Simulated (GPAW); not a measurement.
Wanted: an ASE script for a GPAW 26.7.0 run.

```
Task                : single point
Functional          : LDA
Potentials or basis : the program's PAW data sets (release 1.2.1) made for this functional
Cutoff              : 450 eV
Basis               : pw
k mesh              : 7 × 7 × 7
Occupations         : fermi-dirac, width 0.05 eV
Spin                : collinear spin, ferromagnetic start
Starting moments    : [3.0, 2.0] μB
Maxiter             : 120
Convergence         : default
```

The structure of TiCo lies in POSCAR:

```
TiCo
1.0
    2.9861109900      0.0000000000      0.0000000000
    0.0000000000      2.9861109900      0.0000000000
    0.0000000000      0.0000000000      2.9861109900
Co Ti
1 1
Direct
    0.5000000000      0.5000000000      0.5000000000
    0.0000000000      0.0000000000      0.0000000000
```

The cell comes from a database or a generator and needn't be the stable form of this composition.

One way to write it, as run:

run.py

```python
from ase.dft.bandgap import bandgap
from ase.io import read, write
from ase.units import GPa
from gpaw import GPAW, PW

atoms = read('POSCAR')
atoms.set_initial_magnetic_moments([3.0, 2.0])

calc = GPAW(mode=PW(450),
            xc='LDA',
            kpts={'size': (7, 7, 7), 'gamma': True},
            occupations={'name': 'fermi-dirac', 'width': 0.05},
            nbands=23,
            maxiter=120,
            txt='gpaw.txt')
atoms.calc = calc
energy = atoms.get_potential_energy()
forces = atoms.get_forces()
stress = atoms.get_stress()
calc.write('gs.gpw')
write('result.traj', atoms)
print(f'Energy: {energy:.6f} eV')
print('Forces (eV/A):')
print(forces.round(4))
print('Stress (GPa):', (stress / GPa).round(3))
print('Moments:', calc.get_magnetic_moments().round(3))
print('Fermi level:', round(calc.get_fermi_level(), 4), 'eV')
print(f'Gap: {bandgap(calc)[0]:.4f} eV, direct: {bandgap(calc, direct=True)[0]:.4f} eV')
```

Potentials or basis: the program's PAW data sets (release 1.2.1) made for this functional, pw.

The run is started by

```sh
$ OMP_NUM_THREADS=1 python run.py
```

Results of the run:

- Pressure: -17.8 GPa
- Band gap on the k mesh: none (metal or under the smearing width)
- Net moment: 0.69 μB per cell
- Site moments: Co +0.69; Ti +0.00 μB

Caveat: the cutoff is short for stress and forces, so pressures can be off by a GPa or more; so large a pressure means that the cell lies far from this level's equilibrium, or that cutoff or potentials fall short.

Run time: 14 s on 1 thread of Arm Neoverse V1, with other jobs on the host, peak memory 0.17 GiB.
